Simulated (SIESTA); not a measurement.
## Cu: equation of state with PBE

The system is Cu.

```xyz
1
Lattice="0.0000 1.8075 1.8075 1.8075 0.0000 1.8075 1.8075 1.8075 0.0000" Properties=species:S:1:pos:R:3 pbc="T T T"
Cu    0.0000    0.0000    0.0000
```

| Property | Result |
| --- | --- |
| Program | SIESTA 5.4.2 |
| Task | equation of state |
| Functional | PBE |
| Potentials or basis | SG15 1.2 (PBE files) or PseudoDojo by element |
| Basis | DZP (energy shift 0.002 Ry) |
| Grid cutoff | 800 Ry |
| Energy shift | 0.002 Ry |
| k mesh | 13 × 13 × 13 |
| Occupations | fermi-dirac, width 0.05 eV |
| Spin | no spin polarisation |

```json
{"Equilibrium volume": "12.10 Å³/atom (rough: see the caveat)", "Bulk modulus": "166 GPa (rough)"}
```

Energy against volume, from the lowest point:
```
volume (Å³/atom)  energy (meV/atom)
          11.102              46.52
          11.338              26.25
          11.574              12.17
          11.810               3.65
          12.047               0.00
          12.283               1.00
          12.519               7.21
```

All runs of the series together: 2.5 min on 1 thread of AMD EPYC 9R14 (Zen 4) (shared host).

Caveat: the fit is doubtful: noisy points or a state that changes with volume; semicore shells carry a single zeta, which can move pressures by several GPa and volumes by a few percent; the basis of atomic orbitals isn't converged, which shifts pressures, moduli and gaps.
